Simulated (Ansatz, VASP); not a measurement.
## Pt in VASP and in Ansatz

INCAR

```
SYSTEM = Pt
  ALGO = Fast
  EDIFF = 1E-6
  ENCUT = 520
  GGA = CA
  ISIF = 2
  ISMEAR = 0
  LASPH = .TRUE.
  LCHARG = .FALSE.
  LREAL = .FALSE.
  LWAVE = .FALSE.
  NBANDS = 11
  NELM = 60
  PREC = Accurate
  SIGMA = 0.15
```

File KPOINTS:

```
k-points
0
G
  20 20 20
  0 0 0
```

Contents of POSCAR:

```
Pt
1.0
    0.0000000000      1.9468328700      1.9468328700
    1.9468328700      0.0000000000      1.9468328700
    1.9468328700      1.9468328700      0.0000000000
Pt
1
Direct
    0.0000000000      0.0000000000      0.0000000000
```

Input for Ansatz:

```yaml
crystal:
  lattice:
    - [0.0, 1.94683287, 1.94683287]
    - [1.94683287, 0.0, 1.94683287]
    - [1.94683287, 1.94683287, 0.0]
  atoms:
    - { symbol: Pt, position: [0.0, 0.0, 0.0] }
basis:
  ecutwfc: 420
kpoints:
  mp_grid: { grid: [20, 20, 20] }
hamiltonian:
  xc: lda
scf:
  occupations: { method: gaussian, width: 0.15 }
output:
  forces: true
  stress: true
  eigenvalues: true
```

Alike in both runs: task single point; functional LDA; k mesh 20 × 20 × 20; occupations gaussian, width 0.15 eV; no spin polarisation.

|  | VASP | Ansatz |
| --- | --- | --- |
| version | VASP 6.6.1 | Ansatz 0.2.0 |
| potentials or method | VASP PAW LDA potentials, release 64 (Pt) | scalar-relativistic, plane waves, PAW |
| plane-wave cutoff (eV) | 520 | 420 |
| valence electrons in the cell | 10 | 18 |

|  | VASP | Ansatz | Ansatz less VASP |
| --- | --- | --- | --- |
| gap on the k mesh at the Fermi level (eV) | none | none | - |
| pressure (GPa) | 0.9 | 0.1 | -0.81 |

A gap of «none» marks a metal or a gap that the smearing closes. The two sets of potentials don't hold the same shells in valence.

Spin-orbit coupling is left out, which matters for the levels of Pt.
